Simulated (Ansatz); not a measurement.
# CdTe: the cost of one run

Method: DFT PBE, scalar-relativistic, plane waves, PAW, in Ansatz 0.2.0.

## 1. The starting structure

Symmetry: P4_2/mnm, No. 136, tetragonal system. The conventional cell has a = 8.075 Å, b = 8.075 Å, c = 4.693 Å, α = 90.00°, β = 90.00°, γ = 90.00°. Cd (site symmetry m2m) has 4 Te at 2.85 to 2.90 Å as nearest neighbours. Te (site symmetry m2m) is surrounded by 4 Cd at 2.85 to 2.90 Å.

Coordinates:

```
CELL_PARAMETERS angstrom
8.07474 0.00000 0.00000
0.00000 8.07474 0.00000
0.00000 0.00000 4.69323
ATOMIC_POSITIONS crystal
Cd 0.67574 0.67574 0.00000
Cd 0.17574 0.82426 0.50000
Cd 0.82426 0.17574 0.50000
Cd 0.32426 0.32426 0.00000
Te 0.81662 0.81662 0.50000
Te 0.18338 0.18338 0.50000
Te 0.68338 0.31662 0.00000
Te 0.31662 0.68338 0.00000
```

The start is the relaxed end of an invented cell (made as: 4-connected net, two elements alternating (P4_2/mnm, No. 136)), taken up again for a closer look.

## 2. Probe: one point on a coarse mesh

input.yaml reads:

```yaml
crystal:
  lattice:
    - [8.0747391, 0.0, 0.0]
    - [0.0, 8.0747391, 0.0]
    - [0.0, 0.0, 4.6932331]
  atoms:
    - { symbol: Cd, position: [0.675738, 0.675738, 0.0] }
    - { symbol: Cd, position: [0.175738, 0.824262, 0.5] }
    - { symbol: Cd, position: [0.824262, 0.175738, 0.5] }
    - { symbol: Cd, position: [0.324262, 0.324262, 0.0] }
    - { symbol: Te, position: [0.816623, 0.816623, 0.5] }
    - { symbol: Te, position: [0.183377, 0.183377, 0.5] }
    - { symbol: Te, position: [0.683377, 0.316623, 0.0] }
    - { symbol: Te, position: [0.316623, 0.683377, 0.0] }
basis:
  ecutwfc: 420
kpoints:
  mp_grid: { grid: [2, 2, 4] }
hamiltonian:
  xc: pbe
scf:
  occupations: { method: gaussian, width: 0.1 }
  lower_state_search: "off"
output:
  forces: true
  stress: true
  eigenvalues: true
```

Run with:

```
$ ansatz run input.yaml --threads 4 --pin off --max-ram 8192MiB --backend cpu --events-out ev --progress --plain --runs-dir out
```

What time and memory should one allow on 4 threads of Arm Neoverse V2, shared host?

About 3.6 s, with a peak of 0.88 GiB.
